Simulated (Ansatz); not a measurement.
## From the elastic tensor of ZnSe at 7 GPa (stress–strain coefficients) to moduli and sound speeds

Level of theory: DFT PBE, scalar-relativistic, plane waves, PAW in Ansatz. Plane waves to 420 eV; Γ-centred k mesh 8×8×8; fixed occupations. No spin polarisation.

The structure is cubic, space group F-43m (No. 216). Conventional cell: a = 5.547 Å, b = 5.547 Å, c = 5.547 Å, α = 90.00°, β = 90.00°, γ = 90.00°. Zn (site symmetry -43m) has 4 Se at 2.40 Å as nearest neighbours. Se (site symmetry -43m) is surrounded by 4 Zn at 2.40 Å.

Relaxed-ion constants (GPa, on the Cartesian axes of the calculation):
```
107.8  76.3  76.3   0.0   0.0   0.0
 76.3 107.8  76.3   0.0   0.0   0.0
 76.3  76.3 107.8   0.0   0.0   0.0
  0.0   0.0   0.0  38.6   0.0   0.0
  0.0   0.0   0.0   0.0  38.6   0.0
  0.0   0.0   0.0   0.0   0.0  38.6
```

Density 5.616 g/cm³; 2 atoms in 42.68 Å³.

The values that follow are for a polycrystal of randomly turned grains, by Hill's mean where one number stands. In a crystal this anisotropic the Voigt and Reuss bounds lie far apart, so Hill's mean and the sound speeds and Debye temperature from it are rough.

| Item | Value |
| --- | --- |
| Bulk modulus, Voigt / Reuss / Hill | 86.8 / 86.8 / 86.8 GPa |
| Shear modulus, Voigt / Reuss / Hill | 29.5 / 24.4 / 26.9 GPa |
| Young's modulus | 73 GPa |
| Poisson ratio | 0.359 |
| Pugh ratio B/G | 3.22 |
| Universal anisotropy index | 1.03 |
| Longitudinal and transverse sound speeds | 4675 and 2190 m/s |
| Debye temperature from the mean sound speed | 265 K |

Cost: 1 run of about 0.79 core-minutes, on Intel Xeon 6975P-C (Granite Rapids) (shared hosts).

Compressed ZnSe resists a change of volume far more than a change of shape, and its weakest response is the tetragonal shear governed by the small difference between C11 (107.8 GPa) and C12 (76.3 GPa). The tetrahedral network explains this. With all bonds along ⟨111⟩, a volume-conserving tetragonal strain leaves their lengths unchanged to first order and is opposed mainly by bond-angle forces, which are weak in a partly ionic II–VI compound. The shear measured by C44 does stretch and shorten bonds, though a relative shift of the Zn and Se sublattices relieves part of the cost. Hence the crystal is stiffest under uniaxial load along ⟨111⟩ and softest along the cube axes.

The Pugh ratio of 3.22 would conventionally signal ductility, but here it probably reflects the weak angular forces rather than easy dislocation motion, and is no evidence of plasticity in a semiconductor known to be brittle at ambient conditions. The constants satisfy the cubic conditions for elastic stability at this pressure, but that doesn't settle whether zinc blende is favoured over the denser rock-salt phase.
